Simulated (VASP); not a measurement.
The system is TaN.

```
Ta N
1.0
     0.00000    2.21132    2.21132
     2.21132    0.00000    2.21132
     2.21132    2.21132    0.00000
Ta N
1 1
Direct
  0.50000 0.50000 0.50000
  0.00000 0.00000 0.00000
```

The cell comes from a database or a generator and needn't be the stable form of this composition.

| Property | Result |
| --- | --- |
| Program | VASP 6.6.1 |
| Task | single point |
| Functional | PBE |
| Potentials or basis | VASP PAW PBE potentials, release 64 (Ta_pv, N) |
| Cutoff | 520 eV |
| k mesh | 10 × 10 × 10 |
| Occupations | fermi-dirac, width 0.05 eV |
| Spin | no spin polarisation |

On this cell: pressure -0.6 GPa; largest force zero by symmetry; band gap on the k mesh none (metal or under the smearing width).

The same run follows on a disturbed copy (atoms moved at random, drawn with an rms of 0.05 Å):

```xyz
2
Lattice="0.0000 2.2113 2.2113 2.2113 0.0000 2.2113 2.2113 2.2113 0.0000" Properties=species:S:1:pos:R:3 pbc="T T T"
Ta    2.2405    2.3053    2.2063
N     0.0022    0.0062   -0.0610
```

Problem. What does the disturbed cell give?

Solution. The energy (extrapolated to zero smearing) moves by +20.5 meV/atom; pressure 1.2 GPa; largest force 0.819 eV/Å; band gap on the k mesh none (metal or under the smearing width).

Forces on the atoms (eV/Å):
```
Ta  -0.203 -0.665 -0.433
N    0.203  0.665  0.433
```

Stress tensor (GPa, compression positive):
```
 0.07 -0.18 -0.08
-0.18  2.67 -0.32
-0.08 -0.32  1.00
```
